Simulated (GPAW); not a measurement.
Crystal: ZnS (Wurtzite-2H).

```
CELL_PARAMETERS angstrom
3.81100 0.00000 0.00000
-1.90550 3.30042 0.00000
0.00000 0.00000 6.23400
ATOMIC_POSITIONS crystal
Zn 0.66667 0.33333 0.50000
Zn 0.33333 0.66667 0.00000
S 0.66667 0.33333 0.88500
S 0.33333 0.66667 0.38500
```

```yaml
Program: GPAW 26.7.0
Task: relaxation of cell and atoms
Functional: LDA
Potentials_or_basis: the program's PAW data sets (release 1.2.1) made for this functional
Cutoff: 600 eV
Basis: pw
k_mesh: 6 × 6 × 3
Occupations: fermi-dirac, width 0.05 eV
Spin: no spin polarisation
```

At the start: pressure -4.3 GPa; volume 19.60 Å³/atom.

Q: How do energy, volume and symmetry change on relaxing?

A: Over 15 steps the energy falls by 20.4 meV/atom and the volume is 18.45 Å³/atom (-5.9 %); space group P6_3mc (No. 186, to 0.05 Å).

Step by step:
```csv
step,energy change (eV),largest force (eV/Å),pressure (GPa),volume (Å³)
1,0.0000,0.2910,-4.26,78.41
2,-0.0113,0.2704,-4.02,78.10
3,-0.0309,0.2262,-3.54,77.51
4,-0.0533,0.1540,-2.81,76.68
5,-0.0716,0.0518,-1.82,75.66
6,-0.0793,0.0705,-0.59,74.52
7,-0.0758,0.1637,0.73,73.41
8,-0.0762,0.1562,0.71,73.42
9,-0.0769,0.1416,0.68,73.44
10,-0.0779,0.1209,0.64,73.48
11,-0.0790,0.0953,0.58,73.52
12,-0.0800,0.0660,0.51,73.57
13,-0.0809,0.0348,0.43,73.64
14,-0.0814,0.0036,0.34,73.71
15,-0.0816,0.0281,0.23,73.80
```

Final structure:
```yaml
crystal:
  lattice:
    - [3.73373, 0.00000, 0.00000]
    - [-1.86686, 3.23350, 0.00000]
    - [0.00000, 0.00000, 6.11322]
  atoms:
    - { symbol: Zn, position: [0.66667, 0.33333, 0.50493] }
    - { symbol: Zn, position: [0.33333, 0.66667, 0.00493] }
    - { symbol: S, position: [0.66667, 0.33333, 0.88007] }
    - { symbol: S, position: [0.33333, 0.66667, 0.38007] }
```

Caveat: later steps reuse the first step's grids.
